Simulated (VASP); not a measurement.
Here is a VASP 6.6.1 calculation.

File INCAR:

```
ALGO = Normal
EDIFF = 1E-6
ENCUT = 520
ISIF = 2
ISMEAR = -1
LASPH = T
LCHARG = T
LELF = T
LMIXTAU = T
LREAL = F
LWAVE = F
METAGGA = LAK
NELM = 100
PREC = Accurate
SIGMA = 0.05
```

KPOINTS

```
k-points
0
Gamma
  11 11 11
```

POSCAR

```
Mg
1.0
   -1.7727644967      1.7727644967      1.7727644967
    1.7727644967     -1.7727644967      1.7727644967
    1.7727644967      1.7727644967     -1.7727644967
Mg
1
Direct
    0.0000000000      0.0000000000      0.0000000000
```

Potentials or basis: VASP PAW PBE potentials, release 64 (Mg).

The run is started by

```sh
$ cat potpaw_PBE.64/Mg/POTCAR > POTCAR
$ mpirun -np 1 vasp_std > vasp.out
```

(1) Estimate the pressure.

(2) Predict the band gap on the k mesh.

## Answers

(1) -0.1 GPa.

(2) none (metal or under the smearing width).

Caveat: the PAW data sets were made with another functional, which shifts forces and pressure a little.
